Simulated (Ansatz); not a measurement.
Crystal: Br.

```
Br
1.0
     3.36325   -2.32255    0.00000
     3.36325    2.32255    0.00000
     0.00000    0.00000    8.70230
Br
4
Direct
  0.36510 0.63490 0.39010
  0.13490 0.86510 0.89010
  0.63490 0.36510 0.60990
  0.86510 0.13490 0.10990
```

```yaml
Program: Ansatz 0.2.0
Task: relaxation of cell and atoms
Functional: RPBE
Dispersion: D3(BJ)
Potentials_or_basis: Ansatz PAW
Cutoff: "420 eV (not typed: the program's choice for these potentials)"
k_mesh: 7 × 7 × 3
Occupations: fermi-dirac, width 0.05 eV
Spin: no spin polarisation
```

At the start: volume 33.99 Å³/atom.

Q: How do energy, volume and symmetry change on relaxing?

A: It ends after 10 steps and the volume is 24.94 Å³/atom (-26.6 %); space group Cmce (No. 64, to 0.05 Å).

Step by step:
```tsv
step	energy change (eV)	largest force (eV/Å)	volume (Å³)
1	0.0000	0.9044	135.95
2	-0.2974	0.4622	122.30
3	-0.4543	0.2668	111.43
4	-0.5316	0.2709	101.94
5	-0.5322	0.0714	94.52
6	-0.5678	0.0468	101.05
7	-0.5703	0.0383	98.98
8	-0.5759	0.0051	100.03
9	-0.5763	0.0011	99.76
10	-0.5743	0.0008	99.76
```

Final structure:
```xyz
4
Lattice="3.1242 -1.9143 0.0000 3.1242 1.9143 0.0000 0.0000 0.0000 8.3399" Properties=species:S:1:pos:R:3 pbc="T T T"
Br    3.1242    0.6569    3.1554
Br    3.1242    1.2573    7.3253
Br    3.1242   -0.6569    5.1845
Br    3.1242   -1.2573    1.0146
```

Caveat: the volume moved by over 15 % at a fixed basis, so the end points are rough; the plane-wave basis is chosen anew once the cell has moved, so the energies of steps on either side of that aren't comparable; the volume moved by -27 % from the deposited cell, more than functionals usually miss; the PAW data sets come from PBE, with cores solved anew for the run's functional, which leaves a small shift of forces and pressure.
